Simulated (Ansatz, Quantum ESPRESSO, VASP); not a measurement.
**Fitting the PBEsol energy curve of BaZrO3**

```cif
data_structure
_symmetry_space_group_name_H-M 'Pm-3m'
_symmetry_Int_Tables_number 221
_cell_length_a 4.1913
_cell_length_b 4.1913
_cell_length_c 4.1913
_cell_angle_alpha 90.000
_cell_angle_beta 90.000
_cell_angle_gamma 90.000
_cell_volume 73.63
loop_
_atom_site_label
_atom_site_type_symbol
_atom_site_symmetry_multiplicity
_atom_site_Wyckoff_symbol
_atom_site_fract_x
_atom_site_fract_y
_atom_site_fract_z
_atom_site_occupancy
Ba1 Ba 1 a 0.00000 0.00000 0.00000 1
Zr1 Zr 1 b 0.50000 0.50000 0.50000 1
O1 O 3 c 0.50000 0.50000 0.00000 1
```

The cell was scaled at fixed shape and fractions and run with Quantum ESPRESSO, GBRV 1.5 PBEsol, cutoff 612 eV; PBEsol, k mesh 6 × 6 × 6 on the cell of 5 atoms, fermi-dirac occupations of 0.05 eV, no spin polarisation, no spin-orbit coupling. Energies are those that the program minimises, any entropy of the smearing included.

```tsv
V (Å³/atom)	energy over the lowest row (meV/atom)
13.8426	26.06
14.1371	?
14.4316	1.86
14.7261	0.00
15.0207	4.06
15.3152	13.38
15.6097	27.44
```

**Question.** Fit the third-order Birch-Murnaghan form, give V0, B0 and B′, and predict the energy left open.

**Answer.** With y = (V0/V)^(2/3), E = E0 + (9 V0 B0/16) [(y - 1)³ B′ + (y - 1)² (6 - 4y)]. Least squares through the rows shown give V0 = 14.6664 Å³/atom, E0 = -0.11 meV, B0 = 163.1 GPa (1 eV/Å³ = 160.218 GPa) and B′ = 4.48, with a largest miss of 0.01 meV. At V = 14.1371 the form with these constants gives 10.29 meV; the run gave 10.29 meV an atom. Other set-ups at this level, from all their volumes (Å³/atom, GPa): Ansatz, all-electron LAPW, scalar-relativistic: V0 14.612, B0 162.9; VASP, PBE PAW files Ba_sv, O, Zr_sv, 520 eV (made for PBE): V0 14.733, B0 162.2. Measured volume: 14.73 Å³/atom at 300 K (arxiv:cond-mat/0602127), so the fit lies -0.4 % from it. The runs are for a static lattice.
